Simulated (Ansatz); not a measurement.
# Response of Te to small distortions

```
CELL_PARAMETERS angstrom
4.23410 -2.37120 0.00000
4.23410 2.37120 0.00000
-0.13045 0.00000 3.95735
ATOMIC_POSITIONS crystal
Te 0.67600 0.67600 0.67500
Te 0.32400 0.32400 0.32500
Te 0.00000 0.00000 0.00000
```

Atoms are numbered in the order listed.

The cell comes from COD entry 1533530, which wasn't checked; take it as a given geometry.

No spin–orbit coupling, which matters for the heavy atoms here.

All numbers below come from DFT, PBE, all-electron LAPW, scalar-relativistic (Ansatz 0.2.0).

Sampling and basis: a Γ-centred 8×8×8 k mesh, Fermi–Dirac smearing of 0.05 eV, basis error target 1 meV/atom, no spin polarisation.

The unchanged cell is at 9.42 GPa.

In a metal, stresses and small energies carry noise from the k mesh.

x, y and z are the Cartesian axes of the cell as listed; fractional coordinates follow a strain, and an engineering shear is twice the off-diagonal strain component.

Question: With this change (equal xy, yz and zx engineering shear strains of -2 %), what becomes of the energy and stress and forces?

Answer: Energy change +7 meV/atom; stress change (xx, yy, zz, yz, xz, xy) 0.57, -0.64, 0.24, 0.46, 0.92, 0.39 GPa, compression positive; change of the force on Te1 (-0.032, 0.002, -0.023) eV/Å.

Question: With this change (equal xy, yz and zx engineering shear strains of +1 %), what becomes of the energy and stress and forces?

Answer: Energy change under 1 meV/atom; stress change (xx, yy, zz, yz, xz, xy) -0.19, 0.27, -0.05, -0.19, -0.46, -0.24 GPa, compression positive; change of the force on Te1 (0.015, 0.001, 0.013) eV/Å.

Question: With this change (equal xy, yz and zx engineering shear strains of +3 %), what becomes of the energy and stress and forces?

Answer: Energy change +2 meV/atom; stress change (xx, yy, zz, yz, xz, xy) -0.53, 0.67, 0.09, -0.64, -1.21, -0.51 GPa, compression positive; change of the force on Te1 (0.036, 0.002, 0.040) eV/Å.

Question: With this change (equal xy, yz and zx engineering shear strains of -3 %), what becomes of the energy and stress and forces?

Answer: Energy change +13 meV/atom; stress change (xx, yy, zz, yz, xz, xy) 0.93, -0.85, 0.36, 0.71, 1.32, 0.50 GPa, compression positive; change of the force on Te1 (-0.038, 0.004, -0.033) eV/Å.

Question: With this change (equal xy, yz and zx engineering shear strains of -1 %), what becomes of the energy and stress and forces?

Answer: Energy change +3 meV/atom; stress change (xx, yy, zz, yz, xz, xy) 0.26, -0.33, 0.10, 0.21, 0.48, 0.24 GPa, compression positive; change of the force on Te1 (-0.018, 0.000, -0.012) eV/Å.

Question: With this change (equal xy, yz and zx engineering shear strains of +2 %), what becomes of the energy and stress and forces?

Answer: Energy change under 1 meV/atom; stress change (xx, yy, zz, yz, xz, xy) -0.38, 0.51, -0.02, -0.42, -0.88, -0.43 GPa, compression positive; change of the force on Te1 (0.028, 0.002, 0.027) eV/Å.
